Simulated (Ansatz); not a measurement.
## From the elastic tensor of BN at 35 GPa (stress–strain coefficients) to moduli and sound speeds

All numbers below come from DFT PBE+D3(BJ), scalar-relativistic, plane waves, PAW (Ansatz). Settings: 420 eV plane-wave cutoff, Γ-centred 12×12×6 mesh, fixed occupations. No spin polarisation.

It takes space group P6_3/mmc (No. 194, hexagonal). Conventional cell: a = 2.458 Å, b = 2.458 Å, c = 4.957 Å, α = 90.00°, β = 90.00°, γ = 120.00°. B (site symmetry -6m2) has 3 N at 1.42 Å as nearest neighbours. N (site symmetry -6m2) is surrounded by 3 B at 1.42 Å.

Other phases may be more stable at this pressure.

Relaxed-ion constants (GPa, on the Cartesian axes of the calculation):
C11 = 1277.1, C12 = 368.4, C13 = 81.9, C22 = 1277.1, C23 = 81.9, C33 = 240.3, C44 = 55.5, C55 = 55.5, C66 = 454.4 GPa; the others vanish.

Density 3.179 g/cm³; 4 atoms in 25.93 Å³.

The values that follow are for a polycrystal of randomly turned grains, by Hill's mean where one number stands. In a crystal this anisotropic the Voigt and Reuss bounds lie far apart, so Hill's mean and the sound speeds and Debye temperature from it are rough.

```json
{
 "Bulk modulus, Voigt / Reuss / Hill": "428.9 / 212.5 / 320.7 GPa",
 "Shear modulus, Voigt / Reuss / Hill": "263.9 / 106.1 / 185.0 GPa",
 "Young's modulus": "465 GPa",
 "Poisson ratio": "0.258",
 "Pugh ratio B/G": "1.73",
 "Universal anisotropy index": "8.46",
 "Longitudinal and transverse sound speeds": "13359 and 7628 m/s",
 "Debye temperature from the mean sound speed": "1354 K"
}
```

Cost: 1 run of about 0.55 core-minutes, on Intel Xeon Platinum 8488C (Sapphire Rapids) (shared hosts).

Even under this compression BN remains elastically a layered solid: C11 is 1277.1 GPa, against 240.3 GPa for C33 and only 55.5 GPa for C44. In-plane strain stretches and bends the strong, partly ionic sp² σ bonds, whereas strain along c works against the much softer interlayer contact. Sliding the layers costs less still, since it changes their registry without breaking σ bonds. The sizeable C33 for a van der Waals solid probably reflects Pauli repulsion between layers pressed together, rather than covalent bonding across the gap.

Further hydrostatic compression would therefore be taken up mainly along c, and the single crystal's bulk response is the Reuss value, 212.5 GPa, not the Hill mean. Likewise, the averaged Pugh ratio says little about fracture, which in such a crystal is governed by easy basal cleavage and slip. The constants satisfy the hexagonal conditions for stability against small homogeneous strains, but this doesn't rule out phonon instabilities at finite wavevector.
